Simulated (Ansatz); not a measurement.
# TiAl: shifting one sublattice

Aim: for TiAl, map the energy as every Ti atom is pushed off its site.

Program: Ansatz 0.2.0. Level of theory: DFT LDA, scalar-relativistic, plane waves, PAW. These are calculated values, not measurements.

### Step 1. The starting structure

The structure is tetragonal, space group P4/mmm (No. 123). Conventional cell: a = 2.837 Å, b = 2.837 Å, c = 4.059 Å, α = 90.00°, β = 90.00°, γ = 90.00°. Ti (site symmetry 4/mmm) has 4 Ti at 2.84 Å and 8 Al at 2.85 Å as nearest neighbours. Al (site symmetry 4/mmm) is surrounded by 4 Al at 2.84 Å and 8 Ti at 2.85 Å.

Structure file:

```cif
data_structure
_symmetry_space_group_name_H-M 'P4/mmm'
_symmetry_Int_Tables_number 123
_cell_length_a 2.8373
_cell_length_b 2.8373
_cell_length_c 4.0591
_cell_angle_alpha 90.000
_cell_angle_beta 90.000
_cell_angle_gamma 90.000
_cell_volume 32.68
loop_
_atom_site_label
_atom_site_type_symbol
_atom_site_symmetry_multiplicity
_atom_site_Wyckoff_symbol
_atom_site_fract_x
_atom_site_fract_y
_atom_site_fract_z
_atom_site_occupancy
Ti1 Ti 1 a 0.00000 0.00000 0.00000 1
Al1 Al 1 d 0.50000 0.50000 0.50000 1
```

The structure comes from the Crystallography Open Database.

### Step 2. Quick check of gap, pressure and forces

Contents of input.yaml:

```yaml
crystal:
  lattice:
    - [2.8373, 0.0, 0.0]
    - [0.0, 2.8373, 0.0]
    - [0.0, 0.0, 4.0591]
  atoms:
    - { symbol: Ti, position: [0.0, 0.0, 0.0] }
    - { symbol: Al, position: [0.5, 0.5, 0.5] }
basis:
  ecutwfc: 420
kpoints:
  mp_grid: { grid: [6, 6, 4] }
hamiltonian:
  xc: lda
scf:
  occupations: { method: gaussian, width: 0.1 }
output:
  forces: true
  stress: true
  eigenvalues: true
```

On the command line:

```sh
$ ansatz run input.yaml --threads 1 --pin off --max-ram 2560MiB --backend cpu --events-out ev --progress --plain --runs-dir out
```

The log of the run, shortened:

```text
Warning: RAYON_NUM_THREADS=1 ignored (pool sized by the plan → 1); use --threads N
[...]
Pseudopotentials: kind: paw
Pseudopotential: Ti, paw, valence charge 12, recommended cutoff 420 eV (normal), Ti.paw.azcp
Pseudopotential: Al, paw, valence charge 3, recommended cutoff 420 eV (normal), Al.paw.azcp
Functional definition: SPW92
[...]
Crystal: 2 atoms, lattice volume = 32.677 Å³
Basis set: ecut = 420 eV, 657 PW (Γ)
Bands: 12, of which v1, the nominal top of the filled ones, is band 8 counted from 1 (7 counted from 0)
Symmetry: 16 space group operations
Space group: P4/mmm (ITA 123), of the structure as read, at distance tolerance 3.2e-5 Å
k-points: 30 of 144
[...]
SCF iter   1: F=—  HF=-2963.979780 eV  |F-HF|=—  |Δ(HF+E_count)|=         —  Δρ=5.16e-3  dr2=3.99e-3  ethr=1.77e-3  ⟨swp⟩=5.1  Hψ=1843  notcnv=0
[...]
SCF iter   6: F=-2963.978845 eV  HF=-2963.978845 eV  |F-HF|=6.32e-10  |Δ(HF+E_count)|=   2.21e-9  Δρ=1.18e-6  dr2=8.13e-10  ethr=1.08e-10  ⟨swp⟩=1.9  Hψ=1156  notcnv=0
[...]
SCF converged after 6 iterations
Free energy (F): -2963.978845 eV
[...]
E sigma→0 (E₀):  -2963.975150 eV
Entropy (-TS):   -0.007390 eV (-3.695 meV/atom)
Fermi energy:    10.640461 eV
[...]
--- Forces (eV/Å), atoms counted from 1 ---
  atom   1  Ti    -0.00000000     0.00000000     0.00000000
  atom   2  Al     0.00000000    -0.00000000     0.00000000
[...]
--- Stress (GPa, compression-positive) ---
       -7.515448       0.000000       0.000000
        0.000000      -7.515448       0.000000
        0.000000       0.000000      -6.486170
  P = ⅓ Tr σ = -7.1724 GPa (-71.724 kbar)
--- Band table (eV; the first three rows and the last of 30) ---
  k-point 0: bands = ["-45.5020", "-22.2065", "-21.7692", "-21.7692", "1.6834", "8.7500", "9.7380", "10.3805", "12.6503", "12.6503", "13.7301", "16.7540"]
[...]
```

Run time: 0.53 s. Hardware: 1 thread of Intel Xeon 6975P-C (Granite Rapids), shared host; peak memory 0.33 GiB.

The cell is taken as given, not relaxed at this level.

### Step 3. The reference: the undisturbed cell on the scan's mesh

Changes to input.yaml since step 2:

```diff
@@ -11,3 +11,3 @@
 kpoints:
-  mp_grid: { grid: [6, 6, 4] }
+  mp_grid: { grid: [8, 8, 6] }
 hamiltonian:
@@ -15,3 +15,3 @@
 scf:
-  occupations: { method: gaussian, width: 0.1 }
+  occupations: { method: gaussian, width: 0.15 }
 output:
```

On the command line:

```sh
$ ansatz run input.yaml --threads 1 --pin off --max-ram 2560MiB --backend cpu --events-out ev --progress --plain --runs-dir out
```

The log of the run, shortened:

```text
Warning: RAYON_NUM_THREADS=1 ignored (pool sized by the plan → 1); use --threads N
[...]
[... 4 set-up lines as earlier in the session ...]
[...]
Crystal: 2 atoms, lattice volume = 32.677 Å³
Basis set: ecut = 420 eV, 657 PW (Γ)
Bands: 12, of which v1, the nominal top of the filled ones, is band 8 counted from 1 (7 counted from 0)
[... 2 set-up lines as earlier in the session ...]
k-points: 60 of 384
[...]
SCF iter   1: F=—  HF=-2963.982248 eV  |F-HF|=—  |Δ(HF+E_count)|=         —  Δρ=4.65e-3  dr2=6.69e-3  ethr=1.77e-3  ⟨swp⟩=5.0  Hψ=3601  notcnv=0
[...]
SCF iter   6: F=-2963.980960 eV  HF=-2963.980960 eV  |F-HF|=5.98e-10  |Δ(HF+E_count)|=   1.87e-8  Δρ=2.64e-6  dr2=1.08e-9  ethr=6.67e-10  ⟨swp⟩=5.1  Hψ=3005  notcnv=0
[...]
SCF converged after 6 iterations
Free energy (F): -2963.980960 eV
[...]
E sigma→0 (E₀):  -2963.968314 eV
Entropy (-TS):   -0.025292 eV (-12.646 meV/atom)
Fermi energy:    10.576272 eV
[...]
--- Forces (eV/Å), atoms counted from 1 ---
  atom   1  Ti    -0.00000000     0.00000000     0.00000000
  atom   2  Al     0.00000000     0.00000000     0.00000000
[...]
--- Stress (GPa, compression-positive) ---
       -7.306398       0.000000       0.000000
        0.000000      -7.306398       0.000000
        0.000000       0.000000      -7.303226
  P = ⅓ Tr σ = -7.3053 GPa (-73.053 kbar)
--- Band table (eV; the first three rows and the last of 60) ---
  k-point 0: bands = ["-45.4496", "-22.1356", "-21.7298", "-21.7298", "1.6772", "8.7767", "9.7619", "10.3807", "12.6963", "12.6963", "13.7604", "16.7803"]
[...]
```

Wall time 0.9 s (1 thread of Intel Xeon 6975P-C (Granite Rapids), shared host); peak memory 0.36 GiB.

The reference gives a free energy of -2963.9810 eV, pressure -7.31 GPa, largest force 0.000 eV/Å and gap on the mesh none (metal).

### Step 4. Setting up shifting one sublattice

Every Ti atom is moved by x along the Cartesian unit vector (-0.707, -0.707, 0.000); the cell and all other atoms stay fixed. Forces below are components along that vector, summed over the moved atoms.

### Step 5. At x = -0.200 Å

Changes to input.yaml since step 3:

```diff
@@ -6,3 +6,3 @@
   atoms:
-    - { symbol: Ti, position: [0.0, 0.0, 0.0] }
+    - { symbol: Ti, position: [0.0498436388, 0.0498436388, 0.0] }
     - { symbol: Al, position: [0.5, 0.5, 0.5] }
```

On the command line:

```sh
$ ansatz run input.yaml --threads 1 --pin off --max-ram 2560MiB --backend cpu --events-out ev --progress --plain --runs-dir out
```

The log of the run, shortened:

```text
Warning: RAYON_NUM_THREADS=1 ignored (pool sized by the plan → 1); use --threads N
[...]
[... 4 set-up lines as earlier in the session ...]
[...]
Crystal: 2 atoms, lattice volume = 32.677 Å³
Basis set: ecut = 420 eV, 657 PW (Γ)
Bands: 12, of which v1, the nominal top of the filled ones, is band 8 counted from 1 (7 counted from 0)
Symmetry: 4 space group operations
Space group: Amm2 (ITA 38), of the structure as read, at distance tolerance 3.2e-5 Å
k-points: 84 of 384 (time reversal used)
[...]
SCF iter   1: F=—  HF=-2963.900822 eV  |F-HF|=—  |Δ(HF+E_count)|=         —  Δρ=4.62e-3  dr2=7.00e-3  ethr=1.77e-3  ⟨swp⟩=5.0  Hψ=5033  notcnv=0
[...]
SCF iter   6: F=-2963.899529 eV  HF=-2963.899529 eV  |F-HF|=6.77e-10  |Δ(HF+E_count)|=   2.57e-8  Δρ=2.96e-6  dr2=1.34e-9  ethr=6.67e-10  ⟨swp⟩=5.1  Hψ=4206  notcnv=0
[...]
SCF converged after 6 iterations
Free energy (F): -2963.899529 eV
[...]
E sigma→0 (E₀):  -2963.886563 eV
Entropy (-TS):   -0.025932 eV (-12.966 meV/atom)
Fermi energy:    10.564762 eV
[...]
--- Forces (eV/Å), atoms counted from 1 ---
  atom   1  Ti    -0.57668904    -0.57668904     0.00000000
  atom   2  Al     0.57668759     0.57668759     0.00000000
[...]
--- Stress (GPa, compression-positive) ---
       -6.858450       0.547040       0.000000
        0.547040      -6.858450       0.000000
        0.000000       0.000000      -5.295766
  P = ⅓ Tr σ = -6.3376 GPa (-63.376 kbar)
--- Band table (eV; the first three rows and the last of 84) ---
  k-point 0: bands = ["-45.4413", "-22.1282", "-21.7249", "-21.7243", "1.6778", "8.7701", "9.7542", "10.3698", "12.7021", "12.7108", "13.7624", "16.7255"]
[...]
```

Run time: 1.5 s. Hardware: 1 thread of Intel Xeon 6975P-C (Granite Rapids), shared host; peak memory 0.39 GiB.

### Step 6. x = 0.150 Å

Changes to input.yaml since step 5:

```diff
@@ -6,3 +6,3 @@
   atoms:
-    - { symbol: Ti, position: [0.0498436388, 0.0498436388, 0.0] }
+    - { symbol: Ti, position: [-0.0373827291, -0.0373827291, 0.0] }
     - { symbol: Al, position: [0.5, 0.5, 0.5] }
```

On the command line:

```sh
$ ansatz run input.yaml --threads 1 --pin off --max-ram 2560MiB --backend cpu --events-out ev --progress --plain --runs-dir out
```

The log of the run, shortened:

```text
[...]
SCF converged after 6 iterations
Free energy (F): -2963.935181 eV
[...]
E sigma→0 (E₀):  -2963.922308 eV
Entropy (-TS):   -0.025746 eV (-12.873 meV/atom)
Fermi energy:    10.569073 eV
[...]
--- Forces (eV/Å), atoms counted from 1 ---
  atom   1  Ti     0.43198626     0.43198626     0.00000000
  atom   2  Al    -0.43198503    -0.43198503     0.00000000
[...]
--- Stress (GPa, compression-positive) ---
       -7.043342       0.326030       0.000000
        0.326030      -7.043342       0.000000
        0.000000       0.000000      -6.192627
  P = ⅓ Tr σ = -6.7598 GPa (-67.598 kbar)
--- Band table (eV; the first three rows and the last of 84) ---
  k-point 0: bands = ["-45.4455", "-22.1319", "-21.7277", "-21.7273", "1.6777", "8.7726", "9.7569", "10.3745", "12.6990", "12.7042", "13.7609", "16.7484"]
[...]
```

Run time: 2.2 s. Hardware: 1 thread of Intel Xeon 6975P-C (Granite Rapids), shared host; peak memory 0.38 GiB.

### Step 7. Point x = -0.100 Å

Changes to input.yaml since step 6:

```diff
@@ -6,3 +6,3 @@
   atoms:
-    - { symbol: Ti, position: [-0.0373827291, -0.0373827291, 0.0] }
+    - { symbol: Ti, position: [0.0249218194, 0.0249218194, 0.0] }
     - { symbol: Al, position: [0.5, 0.5, 0.5] }
```

On the command line:

```sh
$ ansatz run input.yaml --threads 1 --pin off --max-ram 2560MiB --backend cpu --events-out ev --progress --plain --runs-dir out
```

The log of the run, shortened:

```text
Warning: RAYON_NUM_THREADS=1 ignored (pool sized by the plan → 1); use --threads N
[...]
[... 4 set-up lines as earlier in the session ...]
[...]
Crystal: 2 atoms, lattice volume = 32.677 Å³
Basis set: ecut = 420 eV, 657 PW (Γ)
Bands: 12, of which v1, the nominal top of the filled ones, is band 8 counted from 1 (7 counted from 0)
[... 2 set-up lines as earlier in the session ...]
k-points: 84 of 384 (time reversal used)
[...]
SCF iter   1: F=—  HF=-2963.961867 eV  |F-HF|=—  |Δ(HF+E_count)|=         —  Δρ=4.64e-3  dr2=6.69e-3  ethr=1.77e-3  ⟨swp⟩=5.0  Hψ=5007  notcnv=0
[...]
SCF iter   6: F=-2963.960629 eV  HF=-2963.960629 eV  |F-HF|=6.14e-10  |Δ(HF+E_count)|=   2.15e-8  Δρ=2.76e-6  dr2=1.19e-9  ethr=6.67e-10  ⟨swp⟩=5.1  Hψ=4160  notcnv=0
[...]
SCF converged after 6 iterations
Free energy (F): -2963.960629 eV
[...]
E sigma→0 (E₀):  -2963.947887 eV
Entropy (-TS):   -0.025484 eV (-12.742 meV/atom)
Fermi energy:    10.572699 eV
[...]
--- Forces (eV/Å), atoms counted from 1 ---
  atom   1  Ti    -0.28778318    -0.28778318     0.00000000
  atom   2  Al     0.28778201     0.28778201     0.00000000
[...]
--- Stress (GPa, compression-positive) ---
       -7.184723       0.153475       0.000000
        0.153475      -7.184723       0.000000
        0.000000       0.000000      -6.818593
  P = ⅓ Tr σ = -7.0627 GPa (-70.627 kbar)
--- Band table (eV; the first three rows and the last of 84) ---
  k-point 0: bands = ["-45.4481", "-22.1342", "-21.7292", "-21.7290", "1.6775", "8.7747", "9.7594", "10.3779", "12.6972", "12.6996", "13.7603", "16.7657"]
[...]
```

Run time: 1.6 s. Hardware: 1 thread of Intel Xeon 6975P-C (Granite Rapids), shared host; peak memory 0.35 GiB.

### Step 8. x = 0.050 Å

Changes to input.yaml since step 7:

```diff
@@ -6,3 +6,3 @@
   atoms:
-    - { symbol: Ti, position: [0.0249218194, 0.0249218194, 0.0] }
+    - { symbol: Ti, position: [-0.0124609097, -0.0124609097, 0.0] }
     - { symbol: Al, position: [0.5, 0.5, 0.5] }
```

On the command line:

```sh
$ ansatz run input.yaml --threads 1 --pin off --max-ram 2560MiB --backend cpu --events-out ev --progress --plain --runs-dir out
```

The log of the run, shortened:

```text
[...]
SCF converged after 6 iterations
Free energy (F): -2963.975882 eV
[...]
E sigma→0 (E₀):  -2963.963215 eV
Entropy (-TS):   -0.025334 eV (-12.667 meV/atom)
Fermi energy:    10.575332 eV
[...]
--- Forces (eV/Å), atoms counted from 1 ---
  atom   1  Ti     0.14369121     0.14369121     0.00000000
  atom   2  Al    -0.14369036    -0.14369036     0.00000000
[...]
--- Stress (GPa, compression-positive) ---
       -7.275353       0.039385       0.000000
        0.039385      -7.275353       0.000000
        0.000000       0.000000      -7.183266
  P = ⅓ Tr σ = -7.2447 GPa (-72.447 kbar)
--- Band table (eV; the first three rows and the last of 84) ---
  k-point 0: bands = ["-45.4492", "-22.1353", "-21.7297", "-21.7296", "1.6773", "8.7762", "9.7612", "10.3800", "12.6965", "12.6971", "13.7603", "16.7766"]
[...]
```

Wall time 1.6 s (1 thread of Intel Xeon 6975P-C (Granite Rapids), shared host); peak memory 0.38 GiB.

### Step 9. x = 0.175 Å

Changes to input.yaml since step 8:

```diff
@@ -6,3 +6,3 @@
   atoms:
-    - { symbol: Ti, position: [-0.0124609097, -0.0124609097, 0.0] }
+    - { symbol: Ti, position: [-0.0436131839, -0.0436131839, 0.0] }
     - { symbol: Al, position: [0.5, 0.5, 0.5] }
```

On the command line:

```sh
$ ansatz run input.yaml --threads 1 --pin off --max-ram 2560MiB --backend cpu --events-out ev --progress --plain --runs-dir out
```

The log of the run, shortened:

```text
Warning: RAYON_NUM_THREADS=1 ignored (pool sized by the plan → 1); use --threads N
[...]
[... 4 set-up lines as earlier in the session ...]
[...]
Crystal: 2 atoms, lattice volume = 32.677 Å³
Basis set: ecut = 420 eV, 657 PW (Γ)
Bands: 12, of which v1, the nominal top of the filled ones, is band 8 counted from 1 (7 counted from 0)
[... 2 set-up lines as earlier in the session ...]
k-points: 84 of 384 (time reversal used)
[...]
SCF iter   1: F=—  HF=-2963.919899 eV  |F-HF|=—  |Δ(HF+E_count)|=         —  Δρ=4.63e-3  dr2=6.91e-3  ethr=1.77e-3  ⟨swp⟩=5.0  Hψ=5030  notcnv=0
[...]
SCF iter   6: F=-2963.918633 eV  HF=-2963.918633 eV  |F-HF|=7.18e-10  |Δ(HF+E_count)|=   2.46e-8  Δρ=2.96e-6  dr2=1.30e-9  ethr=6.67e-10  ⟨swp⟩=5.1  Hψ=4201  notcnv=0
[...]
SCF converged after 6 iterations
Free energy (F): -2963.918633 eV
[...]
E sigma→0 (E₀):  -2963.905701 eV
Entropy (-TS):   -0.025864 eV (-12.932 meV/atom)
Fermi energy:    10.567054 eV
[...]
--- Forces (eV/Å), atoms counted from 1 ---
  atom   1  Ti     0.50413527     0.50413527     0.00000000
  atom   2  Al    -0.50413398    -0.50413398     0.00000000
[...]
--- Stress (GPa, compression-positive) ---
       -6.956455       0.429559       0.000000
        0.429559      -6.956455       0.000000
        0.000000       0.000000      -5.777348
  P = ⅓ Tr σ = -6.5634 GPa (-65.634 kbar)
--- Band table (eV; the first three rows and the last of 84) ---
  k-point 0: bands = ["-45.4436", "-22.1302", "-21.7264", "-21.7259", "1.6778", "8.7714", "9.7556", "10.3723", "12.7004", "12.7073", "13.7616", "16.7376"]
[...]
```

Run time: 1.6 s. Hardware: 1 thread of Intel Xeon 6975P-C (Granite Rapids), shared host; peak memory 0.39 GiB.

### Step 10. Point x = 0.125 Å

Changes to input.yaml since step 9:

```diff
@@ -6,3 +6,3 @@
   atoms:
-    - { symbol: Ti, position: [-0.0436131839, -0.0436131839, 0.0] }
+    - { symbol: Ti, position: [-0.0311522742, -0.0311522742, 0.0] }
     - { symbol: Al, position: [0.5, 0.5, 0.5] }
```

On the command line:

```sh
$ ansatz run input.yaml --threads 1 --pin off --max-ram 2560MiB --backend cpu --events-out ev --progress --plain --runs-dir out
```

The log of the run, shortened:

```text
[...]
SCF converged after 6 iterations
Free energy (F): -2963.949180 eV
[...]
E sigma→0 (E₀):  -2963.936376 eV
Entropy (-TS):   -0.025608 eV (-12.804 meV/atom)
Fermi energy:    10.570956 eV
[...]
--- Forces (eV/Å), atoms counted from 1 ---
  atom   1  Ti     0.35990312     0.35990312     0.00000000
  atom   2  Al    -0.35990195    -0.35990195     0.00000000
[...]
--- Stress (GPa, compression-positive) ---
       -7.119656       0.233790       0.000000
        0.233790      -7.119656       0.000000
        0.000000       0.000000      -6.539531
  P = ⅓ Tr σ = -6.9263 GPa (-69.263 kbar)
--- Band table (eV; the first three rows and the last of 84) ---
  k-point 0: bands = ["-45.4470", "-22.1332", "-21.7286", "-21.7284", "1.6776", "8.7737", "9.7582", "10.3763", "12.6980", "12.7016", "13.7605", "16.7578"]
[...]
```

Wall time 1.7 s (1 thread of Intel Xeon 6975P-C (Granite Rapids), shared host); peak memory 0.39 GiB.

### Step 11. x = 0.075 Å

Changes to input.yaml since step 10:

```diff
@@ -6,3 +6,3 @@
   atoms:
-    - { symbol: Ti, position: [-0.0311522742, -0.0311522742, 0.0] }
+    - { symbol: Ti, position: [-0.0186913645, -0.0186913645, 0.0] }
     - { symbol: Al, position: [0.5, 0.5, 0.5] }
```

On the command line:

```sh
$ ansatz run input.yaml --threads 1 --pin off --max-ram 2560MiB --backend cpu --events-out ev --progress --plain --runs-dir out
```

The log of the run, shortened:

```text
Warning: RAYON_NUM_THREADS=1 ignored (pool sized by the plan → 1); use --threads N
[...]
[... 4 set-up lines as earlier in the session ...]
[...]
Crystal: 2 atoms, lattice volume = 32.677 Å³
Basis set: ecut = 420 eV, 657 PW (Γ)
Bands: 12, of which v1, the nominal top of the filled ones, is band 8 counted from 1 (7 counted from 0)
[... 2 set-up lines as earlier in the session ...]
k-points: 84 of 384 (time reversal used)
[...]
SCF iter   1: F=—  HF=-2963.970764 eV  |F-HF|=—  |Δ(HF+E_count)|=         —  Δρ=4.64e-3  dr2=6.68e-3  ethr=1.77e-3  ⟨swp⟩=5.0  Hψ=5003  notcnv=0
[...]
SCF iter   6: F=-2963.969529 eV  HF=-2963.969529 eV  |F-HF|=5.86e-10  |Δ(HF+E_count)|=   1.98e-8  Δρ=2.72e-6  dr2=1.17e-9  ethr=6.67e-10  ⟨swp⟩=5.1  Hψ=4149  notcnv=0
[...]
SCF converged after 6 iterations
Free energy (F): -2963.969529 eV
[...]
E sigma→0 (E₀):  -2963.956833 eV
Entropy (-TS):   -0.025393 eV (-12.696 meV/atom)
Fermi energy:    10.574196 eV
[...]
--- Forces (eV/Å), atoms counted from 1 ---
  atom   1  Ti     0.21568699     0.21568699     0.00000000
  atom   2  Al    -0.21568592    -0.21568592     0.00000000
[...]
--- Stress (GPa, compression-positive) ---
       -7.237089       0.087786       0.000000
        0.087786      -7.237089       0.000000
        0.000000       0.000000      -7.032288
  P = ⅓ Tr σ = -7.1688 GPa (-71.688 kbar)
--- Band table (eV; the first three rows and the last of 84) ---
  k-point 0: bands = ["-45.4488", "-22.1348", "-21.7295", "-21.7294", "1.6774", "8.7756", "9.7604", "10.3791", "12.6968", "12.6981", "13.7603", "16.7720"]
[...]
```

Run time: 1.5 s. Hardware: 1 thread of Intel Xeon 6975P-C (Granite Rapids), shared host; peak memory 0.38 GiB.

### Step 12. At x = 0.025 Å

Changes to input.yaml since step 11:

```diff
@@ -6,3 +6,3 @@
   atoms:
-    - { symbol: Ti, position: [-0.0186913645, -0.0186913645, 0.0] }
+    - { symbol: Ti, position: [-0.0062304548, -0.0062304548, 0.0] }
     - { symbol: Al, position: [0.5, 0.5, 0.5] }
```

On the command line:

```sh
$ ansatz run input.yaml --threads 1 --pin off --max-ram 2560MiB --backend cpu --events-out ev --progress --plain --runs-dir out
```

The log of the run, shortened:

```text
Warning: RAYON_NUM_THREADS=1 ignored (pool sized by the plan → 1); use --threads N
[...]
[... 4 set-up lines as earlier in the session ...]
[...]
Crystal: 2 atoms, lattice volume = 32.677 Å³
Basis set: ecut = 420 eV, 657 PW (Γ)
Bands: 12, of which v1, the nominal top of the filled ones, is band 8 counted from 1 (7 counted from 0)
[... 2 set-up lines as earlier in the session ...]
k-points: 84 of 384 (time reversal used)
[...]
SCF iter   1: F=—  HF=-2963.980932 eV  |F-HF|=—  |Δ(HF+E_count)|=         —  Δρ=4.65e-3  dr2=6.69e-3  ethr=1.77e-3  ⟨swp⟩=5.0  Hψ=5006  notcnv=0
[...]
SCF iter   6: F=-2963.979691 eV  HF=-2963.979691 eV  |F-HF|=5.52e-10  |Δ(HF+E_count)|=   1.91e-8  Δρ=2.67e-6  dr2=1.16e-9  ethr=6.67e-10  ⟨swp⟩=5.1  Hψ=4138  notcnv=0
[...]
SCF converged after 6 iterations
Free energy (F): -2963.979691 eV
[...]
E sigma→0 (E₀):  -2963.967040 eV
Entropy (-TS):   -0.025302 eV (-12.651 meV/atom)
Fermi energy:    10.576034 eV
[...]
--- Forces (eV/Å), atoms counted from 1 ---
  atom   1  Ti     0.07181015     0.07181015     0.00000000
  atom   2  Al    -0.07180965    -0.07180965     0.00000000
[...]
--- Stress (GPa, compression-positive) ---
       -7.298604       0.009891       0.000000
        0.009891      -7.298604       0.000000
        0.000000       0.000000      -7.273295
  P = ⅓ Tr σ = -7.2902 GPa (-72.902 kbar)
--- Band table (eV; the first three rows and the last of 84) ---
  k-point 0: bands = ["-45.4495", "-22.1355", "-21.7298", "-21.7298", "1.6773", "8.7766", "9.7617", "10.3805", "12.6963", "12.6965", "13.7603", "16.7794"]
[...]
```

Run time: 1.5 s. Hardware: 1 thread of Intel Xeon 6975P-C (Granite Rapids), shared host; peak memory 0.39 GiB.

### Step 13. Results of the scan

The scan, with free energies counted from the undisturbed cell:

```tsv
x (Å)	ΔE (meV/cell)	force on the moved atoms (eV/Å)	pressure (GPa)
-0.200	81.4	0.816	-6.3
-0.100	20.3	0.407	-7.1
0.000	0.0	0.000	-7.3
0.025	1.3	-0.102	-7.3
0.050	5.1	-0.203	-7.2
0.075	11.4	-0.305	-7.2
0.125	31.8	-0.509	-6.9
0.150	45.8	-0.611	-6.8
0.175	62.3	-0.713	-6.6
```

Not run, since symmetry makes them alike: 0.200 repeats -0.200, -0.150 repeats 0.150, 0.100 repeats -0.100, -0.050 repeats 0.050. Energy, pressure and gap are the same there.

### Step 14. Summary of results

| quantity | value |
| --- | --- |
| force constant along x, from the points at -0.100, 0 and 0.025 Å | 4.06 eV/Å² |

In words: The settings of these runs were drawn from a wide range and may not be converged. Near the site the force constant is 4.06 eV/Å². No sampled point lies below the undisturbed cell.
